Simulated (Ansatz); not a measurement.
Put WC in P6_3/mmc (No. 194): W on 4f; C on 2c and 2a. The guess for WC was made by a generator: close-packed anion layers stacked ABCB, with sites between them filled layer by layer (elements of the layers in order: C C C C).

Level of theory: DFT PBE, scalar-relativistic, plane waves, PAW in Ansatz. Cutoff 420 eV, Γ-centred mesh, Gaussian smearing, no spin polarisation.

The zero of energy is the elements' standard structures at the same level; no fitted shifts are applied.

Question: Predict the relaxed structure.

Answer:

Space group P6_3/mmc (No. 194). a = 2.976 Å, b = 2.976 Å, c = 11.029 Å, α = 90.00°, β = 90.00°, γ = 120.00°
```json
{"atom": "W", "site": "4f", "symmetry": "3m.", "x": "0.3333", "y": "0.6667", "z": "0.8779"}
{"atom": "C", "site": "2c", "symmetry": "-6m2", "x": "0.6667", "y": "0.3333", "z": "0.7500"}
{"atom": "C", "site": "2a", "symmetry": "-3m.", "x": "0.0000", "y": "0.0000", "z": "0.0000"}
```

Around W lie 6 C at 2.18–2.22 Å and 7 W at 2.82–2.98 Å; around C on a site of symmetry -6m2 lie 6 W at 2.22 Å; around C on a site of symmetry -3m lie 6 W at 2.18 Å. Another local minimum with the same sites may exist.

Question: Where does its energy lie, and is it a metal?

Answer: The energy over the elements is +0.18 eV/atom. The gap on the 12×12×4 mesh of the 8-atom cell is 0 eV (a metal). The separate elements lie lower, so it is unstable against them.

The last run used Gaussian smearing of 0.10 eV. Spin–orbit coupling, which can matter for W, is left out. The reference form of C is held partly by dispersion forces, which this level lacks. A structure relaxed within its symmetry needn't be a true minimum.
